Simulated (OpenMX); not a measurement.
# Al (Fm-3m) in OpenMX: notebook, part 2 of 2

OpenMX 3.8.5.

## 4. Single point, PBE, 16.60 Å³/atom

Input file Al.dat:

```
System.CurrrentDirectory             ./
System.Name                          Al
DATA.PATH                            ./DFT_DATA13
level.of.stdout                      1
level.of.fileout                     0
Species.Number                       1
<Definition.of.Atomic.Species
  Al  Al7.0-s2p1d1           Al_PBE13
Definition.of.Atomic.Species>

Atoms.Number                         1
Atoms.SpeciesAndCoordinates.Unit     FRAC
<Atoms.SpeciesAndCoordinates
    1  Al    0.0000000000    0.0000000000    0.0000000000   1.500  1.500
Atoms.SpeciesAndCoordinates>

Atoms.UnitVectors.Unit               Ang
<Atoms.UnitVectors
     0.0000000000    2.0248050000    2.0248050000
     2.0248050000    0.0000000000    2.0248050000
     2.0248050000    2.0248050000    0.0000000000
Atoms.UnitVectors>

scf.XcType                           GGA-PBE
scf.SpinPolarization                 off
scf.ElectronicTemperature            580.226
scf.energycutoff                     300.0
scf.maxIter                          100
scf.EigenvalueSolver                 band
scf.Kgrid                            11 11 11
scf.Mixing.Type                      rmm-diisk
scf.Init.Mixing.Weight               0.05
scf.Min.Mixing.Weight                0.001
scf.Max.Mixing.Weight                0.3
scf.Mixing.History                   25
scf.Mixing.StartPulay                8
scf.criterion                        1.0e-8
MD.Type                              nomd
```

Potentials or basis: OpenMX 2013 PBE set, Al7.0-s2p1d1, fixed grid of 24 × 24 × 24 points.

Run with:

```
openmx Al.dat -nt 1 > Al.std
```

It took 24 s on 1 thread of Intel Xeon Platinum 8488C (Sapphire Rapids), shared host; peak memory 0.22 GiB.

It converged, with:

* Free energy: -63.6379 eV
* Band gap on the k mesh: none (metal or under the smearing width)

Caveat: the basis of atomic orbitals isn't converged, which shifts pressures, moduli and gaps.

## 5. Single point, PBE, 16.27 Å³/atom (volume scaled by 0.98)

Edit Al.dat of step 4 so:

```diff
@@ -18,5 +18,5 @@
 <Atoms.UnitVectors
-     0.0000000000    2.0248050000    2.0248050000
-     2.0248050000    0.0000000000    2.0248050000
-     2.0248050000    2.0248050000    0.0000000000
+     0.0000000000    2.0112152952    2.0112152952
+     2.0112152952    0.0000000000    2.0112152952
+     2.0112152952    2.0112152952    0.0000000000
 Atoms.UnitVectors>
@@ -26,3 +26,2 @@
 scf.ElectronicTemperature            580.226
-scf.energycutoff                     300.0
 scf.maxIter                          100
@@ -38 +37,3 @@
 MD.Type                              nomd
+scf.Ngrid                            24 24 24
+scf.energycutoff                     300.0
```

Run with:

```
openmx Al.dat -nt 1 > Al.std
```

It took 25 s on 1 thread of Intel Xeon Platinum 8488C (Sapphire Rapids), shared host; peak memory 0.22 GiB.

Results (log left out):

| Property | Result |
| --- | --- |
| Free energy | -63.6379 eV |
| Band gap on the k mesh | none (metal or under the smearing width) |

Caveat: the basis of atomic orbitals isn't converged, which shifts pressures, moduli and gaps.

## 6. Single point, PBE, 16.93 Å³/atom (volume scaled by 1.02)

Edit Al.dat of step 5 so:

```diff
@@ -18,5 +18,5 @@
 <Atoms.UnitVectors
-     0.0000000000    2.0112152952    2.0112152952
-     2.0112152952    0.0000000000    2.0112152952
-     2.0112152952    2.0112152952    0.0000000000
+     0.0000000000    2.0382146954    2.0382146954
+     2.0382146954    0.0000000000    2.0382146954
+     2.0382146954    2.0382146954    0.0000000000
 Atoms.UnitVectors>
```

Potentials or basis: OpenMX 2013 PBE set, Al7.0-s2p1d1, fixed grid of 24 × 24 × 24 points.

Run with:

```
openmx Al.dat -nt 1 > Al.std
```

Wall time 28 s (1 thread of Intel Xeon Platinum 8488C (Sapphire Rapids), shared host); peak memory 0.22 GiB.

The run converged. Its results:

```yaml
Free_energy: -63.6348 eV
Band_gap_on_the_k_mesh: none (metal or under the smearing width)
```

Caveat: the basis of atomic orbitals isn't converged, which shifts pressures, moduli and gaps.

## 7. Single point, PBE, 15.94 Å³/atom (volume scaled by 0.96)

Edit Al.dat of step 6 so:

```diff
@@ -18,5 +18,5 @@
 <Atoms.UnitVectors
-     0.0000000000    2.0382146954    2.0382146954
-     2.0382146954    0.0000000000    2.0382146954
-     2.0382146954    2.0382146954    0.0000000000
+     0.0000000000    1.9974394157    1.9974394157
+     1.9974394157    0.0000000000    1.9974394157
+     1.9974394157    1.9974394157    0.0000000000
 Atoms.UnitVectors>
```

Run with:

```
openmx Al.dat -nt 1 > Al.std
```

Wall time 26 s (1 thread of Intel Xeon Platinum 8488C (Sapphire Rapids), shared host); peak memory 0.22 GiB.

Results (log left out):

```yaml
Free_energy: -63.6344 eV
Band_gap_on_the_k_mesh: none (metal or under the smearing width)
```

Caveat: the basis of atomic orbitals isn't converged, which shifts pressures, moduli and gaps.

## 8. Single point, PBE, 17.27 Å³/atom (volume scaled by 1.04)

Edit Al.dat of step 7 so:

```diff
@@ -18,5 +18,5 @@
 <Atoms.UnitVectors
-     0.0000000000    1.9974394157    1.9974394157
-     1.9974394157    0.0000000000    1.9974394157
-     1.9974394157    1.9974394157    0.0000000000
+     0.0000000000    2.0514502267    2.0514502267
+     2.0514502267    0.0000000000    2.0514502267
+     2.0514502267    2.0514502267    0.0000000000
 Atoms.UnitVectors>
```

Run with:

```
openmx Al.dat -nt 1 > Al.std
```

Run time: 24 s. Hardware: 1 thread of Intel Xeon Platinum 8488C (Sapphire Rapids), shared host; peak memory 0.21 GiB.

It converged, with:

```yaml
Free_energy: -63.6289 eV
Band_gap_on_the_k_mesh: none (metal or under the smearing width)
```

Caveat: the basis of atomic orbitals isn't converged, which shifts pressures, moduli and gaps.

## 9. Single point, PBE, 15.61 Å³/atom (volume scaled by 0.94)

Edit Al.dat of step 8 so:

```diff
@@ -18,5 +18,5 @@
 <Atoms.UnitVectors
-     0.0000000000    2.0514502267    2.0514502267
-     2.0514502267    0.0000000000    2.0514502267
-     2.0514502267    2.0514502267    0.0000000000
+     0.0000000000    1.9834708509    1.9834708509
+     1.9834708509    0.0000000000    1.9834708509
+     1.9834708509    1.9834708509    0.0000000000
 Atoms.UnitVectors>
```

Potentials or basis: OpenMX 2013 PBE set, Al7.0-s2p1d1, fixed grid of 24 × 24 × 24 points.

Run with:

```
openmx Al.dat -nt 1 > Al.std
```

Run time: 24 s. Hardware: 1 thread of Intel Xeon Platinum 8488C (Sapphire Rapids), shared host; peak memory 0.22 GiB.

Results (log left out):

```
Free energy            : -63.6271 eV
Band gap on the k mesh : none (metal or under the smearing width)
```

Caveat: the basis of atomic orbitals isn't converged, which shifts pressures, moduli and gaps.

## 10. Single point, PBE, 17.60 Å³/atom (volume scaled by 1.06)

Edit Al.dat of step 9 so:

```diff
@@ -18,5 +18,5 @@
 <Atoms.UnitVectors
-     0.0000000000    1.9834708509    1.9834708509
-     1.9834708509    0.0000000000    1.9834708509
-     1.9834708509    1.9834708509    0.0000000000
+     0.0000000000    2.0645171409    2.0645171409
+     2.0645171409    0.0000000000    2.0645171409
+     2.0645171409    2.0645171409    0.0000000000
 Atoms.UnitVectors>
```

Run with:

```
openmx Al.dat -nt 1 > Al.std
```

Run time: 23 s. Hardware: 1 thread of Intel Xeon Platinum 8488C (Sapphire Rapids), shared host; peak memory 0.21 GiB.

Results (log left out):

```
Free energy            : -63.6206 eV
Band gap on the k mesh : none (metal or under the smearing width)
```

Caveat: the basis of atomic orbitals isn't converged, which shifts pressures, moduli and gaps.

## 11. Equation of state, PBE

No new run: the results of the series are fitted here.

Results (log left out):

```
Equilibrium volume                      : 16.43 Å³/atom
Bulk modulus                            : 78 GPa
Pressure derivative of the bulk modulus : 4.7
```

Energy against volume, from the lowest point:
```tsv
volume (Å³/atom)	energy (meV/atom)
15.607	10.82
15.939	3.46
16.271	0.00
16.603	0.02
16.935	3.10
17.267	8.95
17.599	17.26
```

Caveat: volumes in these bases differ from converged ones by about 1 %, for some elements by several; the basis of atomic orbitals isn't converged, which shifts pressures, moduli and gaps.

## 12. Summary

```csv
task,potentials or basis,max SCF cycles,"grid points, held for all volumes",pressure (GPa)
band structure,"OpenMX 2013 PBE set, Al7.0-s2p2d1, grid cutoff 300 Ry",100,-,-1.8
band structure,"OpenMX 2013 PBE set, Al7.0-s2p1d1, grid cutoff 300 Ry",100,-,-0.7
equation of state,"OpenMX 2013 PBE set, Al7.0-s2p1d1, fixed grid of 24 × 24 × 24 points",-,24 × 24 × 24,-
```

Alike in all rows: level PBE; no spin polarisation; cell as given; k mesh 11 × 11 × 11; smearing fermi-dirac 0.05 eV.

Caveats: the basis of atomic orbitals isn't converged, which shifts pressures, moduli and gaps; volumes in these bases differ from converged ones by about 1 %, for some elements by several (some runs).

Absolute energies hang on the potentials; compare differences alone.

## 13. Comparison with measurements

Step 11. Measured bulk modulus of Al: 76.9 GPa (quoted in “The interpretation of polycrystalline coherent inelastic neutron scattering from aluminium”, 2013, pmc:3831299). This calculation gives 78 GPa (+1.6 %). The fit is for a static lattice scaled at fixed shape and fixed fractional positions.
